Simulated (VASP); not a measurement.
# Ni: equation of state with PBEsol

The system is Ni.

```
Ni
1.0
    -1.37657    1.37657    1.37657
     1.37657   -1.37657    1.37657
     1.37657    1.37657   -1.37657
Ni
1
Direct
  0.00000 0.00000 0.00000
```

This isn't the form of Ni at room conditions, which is fcc.

```json
{
  "Program": "VASP 6.6.1",
  "Task": "equation of state",
  "Functional": "PBEsol",
  "Potentials or basis": "VASP PAW PBE potentials, release 64 (Ni)",
  "Cutoff": "520 eV",
  "k mesh": "12 × 12 × 12",
  "Occupations": "fermi-dirac, width 0.05 eV",
  "Spin": "collinear spin, ferromagnetic start",
  "Starting moments": "[1.0] μB",
  "Ladder": "gaps",
  "Further INCAR settings": "ALGO = Normal; EDIFF = 1e-06"
}
```

| Property | Result |
| --- | --- |
| Equilibrium volume | 10.44 Å³/atom |
| Bulk modulus | 220 GPa |
| Pressure derivative of the bulk modulus | 4.8 (rough: it moves with the points fitted) |

Energy against volume, from the lowest point:
| volume (Å³/atom) | energy (meV/atom) |
| --- | --- |
| 10.017 | 12.76 |
| 10.225 | 3.16 |
| 10.434 | 0.00 |
| 10.643 | 2.59 |
| 10.852 | 10.30 |

All runs of the series together: 63 s on 1 thread of Intel(R) Xeon(R) Platinum 8259CL CPU @ 2.50GHz (Skylake/Cascade Lake), with other jobs on the host.

Caveat: the PAW data sets were made with another functional, which shifts forces and pressure a little.
